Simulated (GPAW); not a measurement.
Runs of GPAW 26.7.0 on Ta2N. The structure is trigonal, space group P-3m1 (No. 164). The conventional cell has a = 3.113 Å, b = 3.113 Å, c = 4.870 Å, α = 90.00°, β = 90.00°, γ = 120.00°. Around Ta (site symmetry 3m) lie 3 N at 2.18 Å. N (site symmetry -3m) has 6 Ta at 2.18 Å as nearest neighbours. The cell comes from a database or a generator and needn't be the stable form of this composition.

```csv
task,level,potentials or basis,k mesh,cutoff (eV),smearing,mixer,eigensolver,fermi k mesh,mesh quality,gap on the mesh (eV),pressure (GPa),V0 of scaled cells (Å³/atom),B0 (GPa),largest force (eV/Å)
equation of state,PBEsol,"PAW data sets generated in the run's folder for this functional, pw",8 × 8 × 5,800,fermi-dirac 0.05 eV,-,-,-,not flagged,-,-,13.21,(c),-
equation of state,LDA,"the program's PAW data sets (release 1.2.1) made for this functional, pw",8 × 8 × 5,800,fermi-dirac 0.05 eV,-,-,-,not flagged,-,-,12.92,(a),-
single point,PBE,"GPAW PAW data sets (gpaw-data 1.2.1), pw",10 × 10 × 6,800,gaussian 0.05 eV,-,-,-,not flagged,none,-1.1,-,-,0.05
electron localisation function,BP86,"PAW data sets generated in the run's folder for this functional, pw",10 × 10 × 6,800,fermi-dirac 0.05 eV,msr1 nmaxold=20,ppcg,-,not flagged,none,-1.1,-,-,0.06
Fermi surface,WC,"PAW data sets generated in the run's folder for this functional, pw",5 × 5 × 3,680,fermi-dirac 0.01 eV,-,-,8 × 8 × 6,coarse,none,(b),-,-,1.08
equation of state,PBE,"GPAW PAW data sets (gpaw-data 1.2.1), pw",10 × 10 × 6,800,fermi-dirac 0.05 eV,-,-,-,not flagged,-,-,13.59,282,-
single point,PBEsol,"PAW data sets generated in the run's folder for this functional, pw",10 × 10 × 6,800,gaussian 0.02 eV,-,-,-,not flagged,none,-9.0,-,-,0.24
single point,PBEsol,"PAW data sets generated in the run's folder for this functional, pw",10 × 10 × 6,800,gaussian 0.05 eV,-,-,-,not flagged,none,-9.0,-,-,0.25
```

Alike in all rows: no spin polarisation; cell as given.

**Question.** Fill in the values left out.

**Answer.** (a) 317; (b) -8.9; (c) 302.

Caveats: some runs use coarse meshes; the cell was scaled at fixed shape and fractional positions, which overstates the stiffness of a crystal with free parameters, most of all of layers and chains (some runs); the cutoff is short for stress and forces, so pressures can be off by a GPa or more (some runs).

A k mesh can miss the band edges, and the runs leave out spin-orbit coupling on Ta.

A gap of «none» marks a metal or a gap under the smearing width.

Not every run made on this cell is shown here.
